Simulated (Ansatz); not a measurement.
## How settings move the G0W0 gap of CaO (Fm-3m)

A 2-atom cell of CaO from a published structure, relaxed with r2SCAN; one-shot G0W0 in Ansatz without spin-orbit coupling. No spin polarisation; the structure comes from an open crystallographic database, the properties from the calculation.

```
Ca O
1.0
     0.00000    2.39755    2.39755
     2.39755    0.00000    2.39755
     2.39755    2.39755    0.00000
Ca O
1 1
Direct
  0.00000 0.00000 0.00000
  0.50000 0.50000 0.50000
```

Gaps are read over the mesh points alone. G0W0 values are finite-basis, finite-mesh values.
```csv
start,potentials,frequency model,mesh,empty bands,screening cutoff (eV),Kohn-Sham gap (eV),G0W0 gap (eV),rough cost
PBE,PAW,contour deformation,4×4×4,44,80,3.65,5.66,6 core-seconds
PBE,PAW,contour deformation,4×4×4,103,140,3.65,5.81,10 core-seconds
PBE,PAW,contour deformation,4×4×4,190,210,3.65,5.92,30 core-seconds
HSE06,PAW,contour deformation,4×4×4,103,140,5.31,6.53,40 core-seconds
LDA,PAW,contour deformation,4×4×4,103,140,3.47,5.85,11 core-seconds
r2SCAN,PAW,contour deformation,4×4×4,103,140,4.19,6.08,8 core-seconds
PBE,PAW,Godby-Needs pole,4×4×4,103,140,3.65,5.79,6 core-seconds
PBE,PAW,contour deformation,8×8×8,44,80,3.65,5.68,80 core-seconds
PBE,norm-conserving,contour deformation,4×4×4,103,140,3.64,5.74,18 core-seconds
```

Over the mesh points the PBE gap of 3.65 eV becomes a quasiparticle gap of 5.92 eV (Γ to X), a change of +2.27 eV. Renormalisation factors Z lie between 0.75 and 0.83.

Raising bands and cutoff together moves the gap by +0.15 eV (80 to 140 eV), then +0.11 eV (140 to 210 eV); the last step is still large, so the basis limit isn't reached. Starting from HSE06 (5.31 eV against PBE's 3.65 eV) gives 6.53 eV, +0.72 eV from G0W0@PBE at the same screening cutoff. Starting from LDA (3.47 eV against PBE's 3.65 eV) gives 5.85 eV, +0.04 eV from G0W0@PBE at the same screening cutoff. Starting from r2SCAN (4.19 eV against PBE's 3.65 eV) gives 6.08 eV, +0.27 eV from G0W0@PBE at the same screening cutoff. The Godby-Needs plasmon pole differs from contour deformation by -0.02 eV. An 8×8×8 mesh in place of 4×4×4 changes the opening over PBE by +0.02 eV (the gap on the mesh by +0.02 eV). Norm-conserving potentials (wave cutoff 1240 eV against 420 eV) shift the quasiparticle gap by -0.07 eV and the PBE gap by -0.01 eV. r2SCAN runs take a wave cutoff of 500 eV.
